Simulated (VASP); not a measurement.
Set up this calculation in VASP 6.6.1, as the native input.

| Item | Value |
| --- | --- |
| Task | single point |
| Functional | PBE |
| Potentials or basis | VASP PAW PBE potentials, release 64 (Eu, O) |
| Cutoff | 520 eV |
| k mesh | 5 × 5 × 5 |
| Occupations | gaussian, width 0.05 eV |
| Spin | collinear spin, typed start |
| Starting moments | [7.0, 0.0] μB |
| Hubbard terms | Eu f U = 6.0 eV |
| Dipole correction | no |
| Further INCAR settings | ALGO = Fast; EDIFF = 1e-06; NBANDS = 22 |

The structure of EuO lies in POSCAR:

```
EuO
1.0
    0.0000000000      2.5719519658      2.5719519658
    2.5719519658      0.0000000000      2.5719519658
    2.5719519658      2.5719519658      0.0000000000
Eu O
1 1
Direct
    0.5000000000      0.5000000000      0.5000000000
    0.0000000000      0.0000000000      0.0000000000
```

The cell was built by a generator and isn't the measured one.

The input as run:

INCAR

```
SYSTEM = EuO
  ALGO = Fast
  EDIFF = 1E-6
  ENCUT = 520
  GGA = PE
  ISIF = 2
  ISMEAR = 0
  ISPIN = 2
  LASPH = .True.
  LCHARG = .True.
  LDAU = .True.
  LDAUJ = 0 0
  LDAUL = 3 -1
  LDAUPRINT = 1
  LDAUTYPE = 2
  LDAUU = 6 0
  LELF = .True.
  LMAXMIX = 6
  LORBIT = 11
  LREAL = .False.
  LVHAR = .True.
  LWAVE = .False.
  MAGMOM = 7 0
  NBANDS = 22
  NELM = 150
  PREC = Accurate
  SIGMA = 0.05
```

KPOINTS

```
k-points
0
Gamma
  5 5 5
  0 0 0
```

Potentials or basis: VASP PAW PBE potentials, release 64 (Eu, O).

Command:

```sh
$ cat potpaw_PBE.64/Eu/POTCAR potpaw_PBE.64/O/POTCAR > POTCAR
$ mpirun -np 1 vasp_std > vasp.out
```

Results of the run:

The pressure is 1.4 GPa, the band gap on the k mesh is 0.25 eV, indirect (least direct gap 0.42 eV) and the net moment is 7.00 μB per cell. The site moments are Eu +6.73; O -0.09 μB and the valence electrons inside the program's atomic spheres are Eu 14.96; O 4.96.

Caveat: the k mesh is coarse (spacing up to 0.42 Å⁻¹), so the values aren't converged; spin-orbit coupling is left out, which moves the levels of the heavy elements; an odd mesh through Γ misses points on the zone boundary, where band edges often lie; a cell with one magnetic atom can't hold antiferromagnetic order, which such compounds often take.

Wall time 110 s on 1 thread of Intel(R) Xeon(R) Platinum 8375C CPU @ 2.90GHz (Ice Lake), with other jobs on the host, peak memory 0.19 GiB.
